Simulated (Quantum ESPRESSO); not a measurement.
# GaN (P6_3mc) in Quantum ESPRESSO: notebook

The runs below take GaN through band structure, with SOGGA, HCTH, B86bPBE.

Everything below comes from runs of Quantum ESPRESSO 7.5. Logs are shortened: lines on timing, memory, paths and dates and some standing lists are left out, and cuts for length are marked.

**The experiment to reproduce.**

From “Studying electronic properties in GaN without electrical contacts using γ-γ vs e−-γ Perturbed Angular Correlations”, 2019, pmc:6823545, for a bulk crystal of GaN: band gap 3.503 ± 0.005 eV (direct).

The results are compared with them further down.

## (1) The crystal as given

Symmetry: P6_3mc, No. 186, hexagonal system. Conventional cell: a = 3.180 Å, b = 3.180 Å, c = 5.166 Å, α = 90.00°, β = 90.00°, γ = 120.00°. Ga (site symmetry 3m) has 4 N at 1.94 to 1.95 Å as nearest neighbours. N (site symmetry 3m) has 4 Ga at 1.94 to 1.95 Å as nearest neighbours.

## (2) Band structure, SOGGA

Input file pw.in:

```
&CONTROL
  calculation = 'scf'
  prefix = 'pwscf'
  outdir = './tmp'
  pseudo_dir = './pseudo'
  tprnfor = .true.
  tstress = .true.
  disk_io = 'low'
/
&SYSTEM
  ibrav = 0
  celldm(1) = 8
  nat = 4
  ntyp = 2
  ecutwfc = 84
  nbnd = 26
  input_dft = 'XC-000I-000I-150L-130L-000I-000I'
  occupations = 'smearing'
  smearing = 'fd'
  degauss = 0.00367493
/
&ELECTRONS
  conv_thr = 8d-10
  electron_maxstep = 120
  mixing_beta = 0.5
/
ATOMIC_SPECIES
Ga    69.7230 Ga.upf
N     14.0070 N.upf
CELL_PARAMETERS alat
  0.7511661345387   0.0000000000000   0.0000000000000
 -0.3755830672694   0.6505289549650   0.0000000000000
  0.0000000000000   0.0000000000000   1.2202906449771
ATOMIC_POSITIONS crystal
Ga     0.6666666667    0.3333333333    0.5000000000
Ga     0.3333333333    0.6666666667    0.0000000000
N      0.6666666667    0.3333333333    0.8750000000
N      0.3333333333    0.6666666667    0.3750000000
K_POINTS automatic
10 10 5 0 0 0
```

Input file bands.in:

```
&CONTROL
  calculation = 'bands'
  prefix = 'pwscf'
  outdir = './tmp'
  pseudo_dir = './pseudo'
  disk_io = 'low'
  verbosity = 'high'
/
&SYSTEM
  ibrav = 0
  celldm(1) = 8
  nat = 4
  ntyp = 2
  ecutwfc = 84
  nbnd = 26
  input_dft = 'XC-000I-000I-150L-130L-000I-000I'
  occupations = 'smearing'
  smearing = 'fd'
  degauss = 0.00367493
/
&ELECTRONS
  conv_thr = 1d-08
  electron_maxstep = 120
  mixing_beta = 0.5
  diago_full_acc = .true.
  startingwfc = 'random'
/
ATOMIC_SPECIES
Ga    69.7230 Ga.upf
N     14.0070 N.upf
CELL_PARAMETERS alat
  0.7511661345387   0.0000000000000   0.0000000000000
 -0.3755830672694   0.6505289549650   0.0000000000000
  0.0000000000000   0.0000000000000   1.2202906449771
ATOMIC_POSITIONS crystal
Ga     0.6666666667    0.3333333333    0.5000000000
Ga     0.3333333333    0.6666666667    0.0000000000
N      0.6666666667    0.3333333333    0.8750000000
N      0.3333333333    0.6666666667    0.3750000000
K_POINTS crystal
60
 0.0000000000  0.0000000000  0.0000000000 1
 0.0714285714  0.0000000000  0.0000000000 1
 0.1428571429  0.0000000000  0.0000000000 1
 0.2142857143  0.0000000000  0.0000000000 1
 0.2857142857  0.0000000000  0.0000000000 1
 0.3571428571  0.0000000000  0.0000000000 1
 0.4285714286  0.0000000000  0.0000000000 1
 0.5000000000  0.0000000000  0.0000000000 1
 0.4583333333  0.0833333333  0.0000000000 1
 0.4166666667  0.1666666667  0.0000000000 1
 0.3750000000  0.2500000000  0.0000000000 1
 0.3333333333  0.3333333333  0.0000000000 1
 0.2962962963  0.2962962963  0.0000000000 1
 0.2592592593  0.2592592593  0.0000000000 1
 0.2222222222  0.2222222222  0.0000000000 1
 0.1851851852  0.1851851852  0.0000000000 1
 0.1481481481  0.1481481481  0.0000000000 1
 0.1111111111  0.1111111111  0.0000000000 1
 0.0740740741  0.0740740741  0.0000000000 1
 0.0370370370  0.0370370370  0.0000000000 1
 0.0000000000  0.0000000000  0.0000000000 1
 0.0000000000  0.0000000000  0.1250000000 1
 0.0000000000  0.0000000000  0.2500000000 1
 0.0000000000  0.0000000000  0.3750000000 1
 0.0000000000  0.0000000000  0.5000000000 1
 0.0625000000  0.0000000000  0.5000000000 1
 0.1250000000  0.0000000000  0.5000000000 1
 0.1875000000  0.0000000000  0.5000000000 1
 0.2500000000  0.0000000000  0.5000000000 1
 0.3125000000  0.0000000000  0.5000000000 1
 0.3750000000  0.0000000000  0.5000000000 1
 0.4375000000  0.0000000000  0.5000000000 1
 0.5000000000  0.0000000000  0.5000000000 1
 0.4666666667  0.0666666667  0.5000000000 1
 0.4333333333  0.1333333333  0.5000000000 1
 0.4000000000  0.2000000000  0.5000000000 1
 0.3666666667  0.2666666667  0.5000000000 1
 0.3333333333  0.3333333333  0.5000000000 1
 0.3030303030  0.3030303030  0.5000000000 1
 0.2727272727  0.2727272727  0.5000000000 1
 0.2424242424  0.2424242424  0.5000000000 1
 0.2121212121  0.2121212121  0.5000000000 1
 0.1818181818  0.1818181818  0.5000000000 1
 0.1515151515  0.1515151515  0.5000000000 1
 0.1212121212  0.1212121212  0.5000000000 1
 0.0909090909  0.0909090909  0.5000000000 1
 0.0606060606  0.0606060606  0.5000000000 1
 0.0303030303  0.0303030303  0.5000000000 1
 0.0000000000  0.0000000000  0.5000000000 1
 0.5000000000  0.0000000000  0.5000000000 1
 0.5000000000  0.0000000000  0.4000000000 1
 0.5000000000  0.0000000000  0.3000000000 1
 0.5000000000  0.0000000000  0.2000000000 1
 0.5000000000  0.0000000000  0.1000000000 1
 0.5000000000  0.0000000000  0.0000000000 1
 0.3333333333  0.3333333333  0.0000000000 1
 0.3333333333  0.3333333333  0.1250000000 1
 0.3333333333  0.3333333333  0.2500000000 1
 0.3333333333  0.3333333333  0.3750000000 1
 0.3333333333  0.3333333333  0.5000000000 1
```

Potentials or basis: PseudoDojo 0.4.1 SR PBE standard.

Run with:

```console
$ OMP_NUM_THREADS=1 pw.x -in pw.in > pw.out
$ OMP_NUM_THREADS=1 pw.x -in bands.in > bands.out
```

pw.out:

```text
This program is part of the open-source Quantum ESPRESSO suite
     for quantum simulation of materials; please cite
         "P. Giannozzi et al., J. Phys.:Condens. Matter 21 395502 (2009);
         "P. Giannozzi et al., J. Phys.:Condens. Matter 29 465901 (2017);
         "P. Giannozzi et al., J. Chem. Phys. 152 154105 (2020);
     in publications or presentations arising from this work. More details at

     IMPORTANT: XC functional enforced from input :
     Exchange-correlation= XC-000I-000I-150L-130L-000I-000I
                           (   0   0 150 130   0   0   0)
     Any further DFT definition will be discarded
     Please, verify this is what you really want

     Message from routine setup:
     using ibrav=0 with symmetry is DISCOURAGED, use correct ibrav instead

     G-vector sticks info
     --------------------
     sticks:   dense  smooth     PW     G-vecs:    dense   smooth      PW
     Sum         847     847    241                31863    31863    4927

     Using Slab Decomposition

     bravais-lattice index     =            0
     lattice parameter (alat)  =       8.0000  a.u.
     unit-cell volume          =     305.3064 (a.u.)^3
     number of atoms/cell      =            4
     number of atomic types    =            2
     number of electrons       =        36.00
     number of Kohn-Sham states=           26
     kinetic-energy cutoff     =      84.0000  Ry
     charge density cutoff     =     336.0000  Ry
     scf convergence threshold =      8.0E-10
     mixing beta               =       0.5000
     number of iterations used =            8  plain     mixing
     Exchange-correlation= XC-000I-000I-150L-130L-000I-000I
                           (   0   0 150 130   0   0   0)

     celldm(1)=   8.000000  celldm(2)=   0.000000  celldm(3)=   0.000000
     celldm(4)=   0.000000  celldm(5)=   0.000000  celldm(6)=   0.000000

     crystal axes: (cart. coord. in units of alat)
               a(1) = (   0.751166   0.000000   0.000000 )
               a(2) = (  -0.375583   0.650529   0.000000 )
               a(3) = (   0.000000   0.000000   1.220291 )

     reciprocal axes: (cart. coord. in units 2 pi/alat)
               b(1) = (  1.331263  0.768605 -0.000000 )
               b(2) = (  0.000000  1.537211  0.000000 )
               b(3) = (  0.000000 -0.000000  0.819477 )

     PseudoPot. # 1 for Ga read from file:
     Ga.upf
     Pseudo is Norm-conserving + core correction, Zval = 13.0
     Generated using ONCVPSP code by D. R. Hamann
     Using radial grid of 1902 points,  6 beta functions with:
                l(1) =   0
                l(2) =   0
                l(3) =   1
                l(4) =   1
                l(5) =   2
                l(6) =   2

     PseudoPot. # 2 for N  read from file:
     N.upf
     Pseudo is Norm-conserving + core correction, Zval =  5.0
     Generated using ONCVPSP code by D. R. Hamann
     Using radial grid of 1058 points,  4 beta functions with:
                l(1) =   0
                l(2) =   0
                l(3) =   1
                l(4) =   1

     atomic species   valence    mass     pseudopotential
     Ga               13.00    69.72300     Ga( 1.00)
     N                 5.00    14.00700     N ( 1.00)

     12 Sym. Ops. (no inversion) found ( 6 have fractional translation)

   Cartesian axes

     site n.     atom                  positions (alat units)
         1        Ga     tau(   1) = (   0.3755831   0.2168430   0.6101453  )
         2        Ga     tau(   2) = (  -0.0000000   0.4336860   0.0000000  )
         3        N      tau(   3) = (   0.3755831   0.2168430   1.0677543  )
         4        N      tau(   4) = (  -0.0000000   0.4336860   0.4576090  )

     number of k points=    42  Fermi-Dirac smearing, width (Ry)=  0.0037
                       cart. coord. in units 2pi/alat
        k(    1) = (   0.0000000   0.0000000   0.0000000), wk =   0.0040000
        k(    2) = (   0.0000000   0.0000000   0.1638954), wk =   0.0080000
        k(    3) = (   0.0000000   0.0000000   0.3277908), wk =   0.0080000
        k(    4) = (   0.0000000   0.1537211   0.0000000), wk =   0.0240000
        k(    5) = (   0.0000000   0.1537211   0.1638954), wk =   0.0480000
        k(    6) = (   0.0000000   0.1537211   0.3277908), wk =   0.0480000
[... 34 lines left out ...]
        k(   41) = (   0.3993790   0.6917448   0.1638954), wk =   0.0480000
        k(   42) = (   0.3993790   0.6917448   0.3277908), wk =   0.0480000

     Dense  grid:    31863 G-vectors     FFT dimensions: (  36,  36,  60)

     WARNING: libxc functional with ID  130 depends
      on external parameters: check the user_guide of
      QE if you need to modify them or to check their
      default values.

     Initial potential from superposition of free atoms

     starting charge      35.9946, renormalised to      36.0000
     Starting wfcs are   26 randomized atomic wfcs

     Self-consistent Calculation

     iteration #  1     ecut=    84.00 Ry     beta= 0.50
     Davidson diagonalization with overlap
     ethr =  1.00E-02,  avg # of iterations =  4.1

     total energy              =    -345.77212477 Ry
     estimated scf accuracy    <       0.89185319 Ry

     iteration #  2     ecut=    84.00 Ry     beta= 0.50
     Davidson diagonalization with overlap
     ethr =  2.48E-03,  avg # of iterations =  2.0

     total energy              =    -346.03696148 Ry
     estimated scf accuracy    <       0.16945638 Ry

     iteration #  3     ecut=    84.00 Ry     beta= 0.50
     Davidson diagonalization with overlap
     ethr =  4.71E-04,  avg # of iterations =  2.1

     negative rho (up, down):  1.619E-07 0.000E+00

     total energy              =    -346.06391051 Ry
     estimated scf accuracy    <       0.00635965 Ry

     iteration #  4     ecut=    84.00 Ry     beta= 0.50
     Davidson diagonalization with overlap
     ethr =  1.77E-05,  avg # of iterations =  5.0

     total energy              =    -346.06442594 Ry
     estimated scf accuracy    <       0.00082437 Ry
[... 26 lines left out ...]
     total energy              =    -346.06454707 Ry
     estimated scf accuracy    <          2.9E-09 Ry

     iteration #  9     ecut=    84.00 Ry     beta= 0.50
     Davidson diagonalization with overlap
     ethr =  8.01E-12,  avg # of iterations =  2.0

     End of self-consistent calculation

          k = 0.0000 0.0000 0.0000 (  3995 PWs)   bands (ev):

    -5.3640  -4.3657  -2.6939  -2.6724  -2.6724  -2.6081  -2.6081  -2.4153
    -2.4153  -2.3106  -2.3106  -1.0716   3.4982   9.6682   9.6682  10.6837
    10.7463  10.7463  12.6090  14.9536  19.8550  20.5908  20.5908  21.5204
    22.4528  22.4528

          k = 0.0000 0.0000 0.1639 (  3965 PWs)   bands (ev):

    -5.2430  -4.4186  -2.6703  -2.6703  -2.6633  -2.6180  -2.6180  -2.4016
    -2.4016  -2.3172  -2.3172  -1.4754   4.2378   9.5919   9.7664   9.7664
    10.6387  10.6387  13.5049  15.0283  19.5911  20.6162  20.6375  20.6375
    22.0875  22.0875
[... 274 lines left out ...]
          k = 0.3994 0.6917 0.3278 (  3973 PWs)   bands (ev):

    -4.2093  -4.1901  -2.5815  -2.5598  -2.5452  -2.4907  -2.4039  -2.4021
    -2.3634  -2.3535  -0.7562  -0.6317   4.4665   4.5983   6.2352   6.9935
     8.9036   9.2074  16.9154  16.9880  17.9610  18.4413  19.6808  19.8685
    23.6471  24.4162

     the Fermi energy is    11.7079 ev

!    total energy              =    -346.06454707 Ry
     estimated scf accuracy    <          1.0E-10 Ry
     smearing contrib. (-TS)   =      -0.00000000 Ry
     internal energy E=F+TS    =    -346.06454707 Ry

     The total energy is F=E-TS. E is the sum of the following terms:
     one-electron contribution =    -104.00548478 Ry
     hartree contribution      =      86.66290639 Ry
     xc contribution           =     -94.71502031 Ry
     ewald contribution        =    -234.00694837 Ry

     convergence has been achieved in   9 iterations

     Forces acting on atoms (cartesian axes, Ry/au):

     atom    1 type  1   force =     0.00000000    0.00000000   -0.00521484
     atom    2 type  1   force =    -0.00000000   -0.00000000   -0.00521484
     atom    3 type  2   force =     0.00000000   -0.00000000    0.00521484
     atom    4 type  2   force =     0.00000000    0.00000000    0.00521484

     Total force =     0.010430     Total SCF correction =     0.000004

     Computing stress (Cartesian axis) and pressure

          total   stress  (Ry/bohr**3)                   (kbar)     P=        5.50
  -0.00000813  -0.00000000   0.00000000           -1.20       -0.00        0.00
  -0.00000000  -0.00000813   0.00000000           -0.00       -1.20        0.00
   0.00000000   0.00000000   0.00012838            0.00        0.00       18.88

=------------------------------------------------------------------------------=
   JOB DONE.
=------------------------------------------------------------------------------=
```

It took 2.6 min on 1 thread of Arm Neoverse V1, shared host; peak memory 0.13 GiB.

What came out:

- Free energy: -4708.4480 eV
- Pressure: 0.5 GPa
- Largest force: 0.134 eV/Å
- Band gap on the k mesh: 1.86 eV, direct
- Band gap along the path: 1.86 eV, direct

Forces on the atoms (eV/Å):
```
Ga   0.000  0.000 -0.134
Ga   0.000  0.000 -0.134
N    0.000  0.000  0.134
N    0.000  0.000  0.134
```

Stress tensor (GPa, compression positive):
```
-0.12  0.00  0.00
 0.00 -0.12  0.00
 0.00  0.00  1.89
```

Levels at the corners of the path, in eV from the valence-band top:
```csv
point,band 15,band 16,band 17,band 18,band 19,band 20,band 21,band 22
Γ,-1.08,-0.06,0.00,0.00,1.86,4.21,9.11,9.84
M,-4.35,-2.83,-2.33,-1.00,4.90,5.51,5.93,8.62
K,-5.40,-3.10,-3.10,-2.77,4.90,7.86,7.86,8.25
Γ,-1.08,-0.06,0.00,0.00,1.86,4.21,9.11,9.84
A,-0.55,-0.55,-0.55,-0.55,4.20,4.20,8.42,8.42
L,-1.99,-1.99,-1.96,-1.96,4.26,4.26,7.76,7.76
H,-4.32,-4.32,-1.53,-1.53,6.38,6.38,7.15,7.15
A,-0.55,-0.55,-0.55,-0.55,4.20,4.20,8.42,8.42
L,-1.99,-1.99,-1.96,-1.96,4.26,4.26,7.76,7.76
M,-4.35,-2.83,-2.33,-1.00,4.90,5.51,5.93,8.62
K,-5.40,-3.10,-3.10,-2.77,4.90,7.86,7.86,8.25
H,-4.32,-4.32,-1.53,-1.53,6.38,6.38,7.15,7.15
```

Caveat: the potentials were made for another functional, which shifts forces and pressure; SOGGA exchange is joined with the correlation of PBE here.

[end of part 1 of 2]
